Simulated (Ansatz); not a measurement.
Equation of state of Si under r2SCAN+D4

Symmetry: Fd-3m, No. 227, cubic system. The conventional cell has a = 5.444 Å, b = 5.444 Å, c = 5.444 Å, α = 90.00°, β = 90.00°, γ = 90.00°. Around Si (site symmetry -43m) lie 4 Si at 2.36 Å.

The cell was scaled at fixed shape and fractions and run with Ansatz, Ansatz PAW, cutoff 500 eV; r2SCAN+D4, k mesh 8 × 8 × 8 on the cell of 2 atoms, fermi-dirac occupations of 0.05 eV, no spin polarisation, no spin-orbit coupling. The potentials were made for PBE. Energies are those that the program minimises, any entropy of the smearing included.

```csv
V (Å³/atom),energy over the lowest row (meV/atom)
18.9549,18.14
19.3582,6.36
19.7615,0.52
20.1648,0.00
20.5681,?
20.9714,12.84
21.3746,25.24
```

Q: Fit the third-order Birch-Murnaghan form, give V0, B0 and B′, and predict the energy left open.

A: With y = (V0/V)^(2/3), E = E0 + (9 V0 B0/16) [(y - 1)³ B′ + (y - 1)² (6 - 4y)]. Least squares through the rows shown give V0 = 20.0024 Å³/atom, E0 = -0.39 meV, B0 = 98.30 GPa (1 eV/Å³ = 160.218 GPa) and B′ = 4.38, with a largest miss of 0.01 meV. At V = 20.5681 the form with these constants gives 4.28 meV; the run gave 4.27 meV an atom. Measured volume: 20.02 Å³/atom at 295.65 K (a printed reference work), so the fit lies -0.1 % from it. The runs are for a static lattice.
